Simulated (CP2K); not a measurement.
## Equation of state of Nb under LDA

```
Nb
1.0
     2.71964    0.00000    0.00000
     0.00000    2.71964    0.00000
     0.00000    0.00000    2.71964
Nb
1
Direct
  0.50000 0.50000 0.50000
```

This isn't the form of Nb at room conditions, which is bcc.

The cell was scaled at fixed shape and fractions and run with CP2K, GTH_POTENTIALS Nb GTH-PADE-q13; TZVP-MOLOPT-PBE-GTH basis; LDA, k mesh 10 × 10 × 10 on the cell of 1 atom, fermi-dirac occupations of 0.0259 eV, no spin polarisation, no spin-orbit coupling. Energies are those that the program minimises, any entropy of the smearing included. For a metal such a mesh isn't converged to the digits shown.

```csv
V (Å³/atom),energy over the lowest row (meV/atom)
18.9087,0.00
19.3110,1.18
19.7133,?
20.1157,24.64
20.5180,45.40
20.9203,71.42
21.3226,102.26
```

Q: Fit the third-order Birch-Murnaghan form, give V0, B0 and B′, and predict the energy left open.

A: With y = (V0/V)^(2/3), E = E0 + (9 V0 B0/16) [(y - 1)³ B′ + (y - 1)² (6 - 4y)]. Least squares through the rows shown give V0 = 19.0442 Å³/atom, E0 = -0.46 meV, B0 = 146.0 GPa (1 eV/Å³ = 160.218 GPa) and B′ = 4.04, with a largest miss of 0.05 meV. At V = 19.7133 the form with these constants gives 9.65 meV; the run gave 9.65 meV an atom.
